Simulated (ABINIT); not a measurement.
Runs of ABINIT 10.8.3 (patched build) on MoS2. Symmetry: P6_3/mmc, No. 194, hexagonal system. The conventional cell has a = 3.169 Å, b = 3.169 Å, c = 12.324 Å, α = 90.00°, β = 90.00°, γ = 120.00°. Around Mo (site symmetry -6m2) lie 6 S at 2.41 Å. S (site symmetry 3m) has 3 Mo at 2.41 Å as nearest neighbours. 

```tsv
task	level	potentials or basis	k mesh	cutoff (eV)	smearing	cutoff of the screening (Ha)	bands in the sums	wave-function cutoff in the screening (Ha)	frequency treatment	one-shot functional	mesh quality	gap on the mesh (eV)	pressure (GPa)	largest force (eV/Å)
single point	PBE	PseudoDojo NC SR PBE v0.5 standard	8 × 8 × 2	980	fermi-dirac 0.05 eV	-	-	-	-	-	not flagged	0.98	1.9	0.06
single point	PBE	PseudoDojo NC SR PBE v0.4.1 standard	8 × 8 × 2	1088	fermi-dirac 0.05 eV	-	-	-	-	-	not flagged	0.98	2.0	0.06
one-shot levels of the hybrid PBE0	PBE	PseudoDojo NC SR PBE v0.4.1 standard	6 × 6 × 2	1088	fixed	-	34	-	-	PBE0	not flagged	(b)	-	-
effective masses	PBEsol	PseudoDojo NC SR PBEsol v0.4.1 standard	7 × 7 × 2	1088	fixed	-	-	-	-	-	not flagged	-	(a)	0.30
```

Alike in all rows: no spin polarisation; cell as given.

Q: Estimate the missing entries.

A: (a) -2.9; (b) 0.89.

Caveats: this functional lacks dispersion, which binds the layers, so the pressure and a relaxed spacing across them are unreliable; the masses are taken at a mesh point that needn't be the band's extremum (some runs).

A k mesh can miss the band edges, and the runs leave out spin-orbit coupling on Mo.

Not every run made on this cell is shown here.
